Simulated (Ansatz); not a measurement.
Kick test of a cell of SnO

It was relaxed at this level from a cell as deposited in COD.

Method: DFT PBE, scalar-relativistic, plane waves, PAW (Ansatz). Settings: cutoff 420 eV, Γ-centred mesh 10×10×8 on the computed 4-atom cell, Gaussian smearing of 0.02 eV; no spin polarisation.

The cell below (4 atoms, space group P4/nmm (No. 129)) is relaxed within its symmetry.

```
Sn O
1.0
     3.86776    0.00000    0.00000
     0.00000    3.86776    0.00000
     0.00000    0.00000    5.06998
Sn O
2 2
Direct
  0.00000 0.50000 0.22871
  0.50000 0.00000 0.77129
  0.00000 0.00000 0.00000
  0.50000 0.50000 0.00000
```

For the test a repeat of it with 8 atoms (edges 3.87, 3.87, 10.14 Å) was strained at random (σ = 1.5 % a component), the atoms were moved at random (σ = 0.15 Å), and all was relaxed again on a coarse 4×4×2 mesh (in the run’s order of axes) with 0.10 eV smearing, with no symmetry imposed.

No dispersion correction is applied, so the spacing and binding between layers, chains or molecules are poorly described.

Task: What happens?

Result: It returns, within 1 meV/atom of the unmoved cell on that mesh and with the same symmetry when read at 0.1 Å (P-1 at 0.01 Å, so small strains and shifts remain). So it is stable against the distortions that fit this cell and that this random move excites. Modes that don't fit the cell aren't tested.
